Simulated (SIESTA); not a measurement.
Runs of SIESTA 5.4.2 on Pd. It takes space group Fm-3m (No. 225, cubic). Conventional cell: a = 3.893 Å, b = 3.893 Å, c = 3.893 Å, α = 90.00°, β = 90.00°, γ = 90.00°. Around Pd (site symmetry m-3m) lie 12 Pd at 2.75 Å. 

```csv
task,level,potentials or basis,cell,k mesh,optimiser,force tolerance,stress tolerance (GPa),energy shift,gap on the mesh (eV),pressure (GPa),V0 of scaled cells (Å³/atom),relaxed volume (Å³/atom),B0 (GPa)
relaxation of cell and atoms,PBE,"PseudoDojo 0.4 standard (PBE files), TZP (energy shift 0.002 Ry)",relaxed,12 × 12 × 12,Broyden,0.04 eV/Å,-,0.002 Ry,none,0.0,-,(b),-
band structure,PBE,"PseudoDojo 0.4 standard (PBE files), SZ (energy shift 0.002 Ry)",as given,12 × 12 × 12,-,-,-,0.002 Ry,none,14.0,-,-,-
band structure,PBE,"PseudoDojo 0.4 standard (PBE files), DZ (energy shift 0.002 Ry)",as given,12 × 12 × 12,-,-,-,0.002 Ry,none,4.3,-,-,-
equation of state,LDA,"PseudoDojo 0.4 standard (LDA files), DZP (energy shift 0.003 Ry; two zetas on semicore shells)",as given,12 × 12 × 12,-,-,-,0.003 Ry,-,-,14.18,-,220
relaxation of cell and atoms,PBE,"PseudoDojo 0.4 standard (PBE files), TZP (energy shift 0.002 Ry)",relaxed,9 × 9 × 9,Broyden,0.01 eV/Å,0.05,0.002 Ry,none,0.0,-,15.29,-
equation of state,PBE,"PseudoDojo 0.4 standard (PBE files), DZP (energy shift 0.002 Ry)",as given,12 × 12 × 12,-,-,-,0.002 Ry,-,-,15.27,-,(c)
band structure,RPBE,"PseudoDojo 0.4 standard (PBE files), DZP (energy shift 0.002 Ry)",as given,12 × 12 × 12,-,-,-,0.002 Ry,none,10.5,-,-,-
band structure,PBE,"PseudoDojo 0.4 standard (PBE files), DZ (energy shift 0.01 Ry)",as given,12 × 12 × 12,-,-,-,0.01 Ry,none,-0.8,-,-,-
band structure,PBE,"PseudoDojo 0.4 standard (PBE files), TZDP (energy shift 0.002 Ry)",as given,12 × 12 × 12,-,-,-,0.002 Ry,none,(a),-,-,-
band structure,PBE,"PseudoDojo 0.4 standard (PBE files), TZP (energy shift 0.002 Ry)",as given,12 × 12 × 12,-,-,-,0.002 Ry,none,6.4,-,-,-
band structure,LDA,"PseudoDojo 0.4 standard (LDA files), DZP (energy shift 0.002 Ry)",as given,12 × 12 × 12,-,-,-,0.002 Ry,none,-9.0,-,-,-
band structure,PBE,"PseudoDojo 0.4 standard (PBE files), DZP (energy shift 0.002 Ry)",as given,12 × 12 × 12,-,-,-,0.002 Ry,none,5.8,-,-,-
```

Alike in all rows: no spin polarisation; smearing fermi-dirac 0.05 eV; grid cutoff 800 Ry.

Problem. Fill in the values left out.

Solution. (a) 6.6; (b) 15.31; (c) 151.

Caveats: the basis of atomic orbitals isn't converged, which shifts pressures, moduli and gaps; semicore shells carry a single zeta, which can move pressures by several GPa and volumes by a few percent (some runs); the basis has no polarisation orbitals (some runs); the potentials were made for another functional, which shifts forces and pressure (some runs).

A k mesh can miss the band edges, and the runs leave out spin-orbit coupling on Pd.

A gap of «none» marks a metal or a gap under the smearing width.

Not every run made on this cell is shown here.
